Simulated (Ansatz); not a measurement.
# Ionic part of the dielectric constant of AlAs at 40 GPa, mode by mode

Level of theory: Ansatz 0.2.0, DFT PBEsol, scalar-relativistic, plane waves, PAW. Plane waves to 420 eV; Γ-centred k mesh 10×10×10; fixed occupations. No spin polarisation. Phonons by linear response, acoustic sum rule imposed.

The structure is cubic, space group F-43m (No. 216). The conventional cell has a = 5.136 Å, b = 5.136 Å, c = 5.136 Å, α = 90.00°, β = 90.00°, γ = 90.00°. Al (site symmetry -43m) is surrounded by 4 As at 2.22 Å. Around As (site symmetry -43m) lie 4 Al at 2.22 Å.

Other phases may be more stable at this pressure. The bands were filled as in an insulator; under compression the gap may have closed between mesh points.

The primitive cell has V = 33.88 Å³ and ε∞,yy = 8.906. Each polar mode adds Δε = (4.92064×10⁷/V)·S/ν² along y, with S its oscillator strength in e²/amu, ν in cm⁻¹ and V in Å³.

Problem. From these modes, find each Δε and ε0,yy.
| ν (cm⁻¹) | S_yy (e²/amu) |
| --- | --- |
| 493.6 | 0.1973 |

Solution.
| ν (cm⁻¹) | Δε |
| --- | --- |
| 493.6 | 1.18 |

The sum is 1.176, so ε0,yy = 10.08; the run's tensor has 10.08.

Problem. Where do the longitudinal modes lie for a wave vector along y?

Solution. At 525 cm⁻¹. The Lyddane–Sachs–Teller product Π(ν_LO/ν_TO)² = 1.13 matches ε0/ε∞ = 1.13.

Cost: 1 run of about 1 core-minutes, on Intel Xeon Platinum 8488C (Sapphire Rapids) (shared hosts).

The static dielectric response of compressed AlAs is mainly electronic: the lattice adds only 1.176 to an ε∞ of 8.906. This fits a largely covalent tetrahedral network, in which a stiff bond-stretching mode limits how far the sublattices move in a field. The light Al atom dominates the reduced mass and helps put the transverse mode at 493.6 cm⁻¹. The oscillator strength implies a Born charge well below the formal trivalent value, yet still large enough for the macroscopic field to lift the longitudinal mode to 525 cm⁻¹.

Cubic symmetry makes the yy result valid for every direction. With a single polar mode, the Lyddane–Sachs–Teller agreement follows from the same charges, frequency and ε∞, so it confirms internal consistency rather than accuracy. Semilocal functionals usually underestimate gaps and so tend to overestimate ε∞; that would raise ε0 and, through stronger screening, make the longitudinal–transverse splitting somewhat too small. A single volume does not show how compression changes the balance between bond stiffness and effective charge.
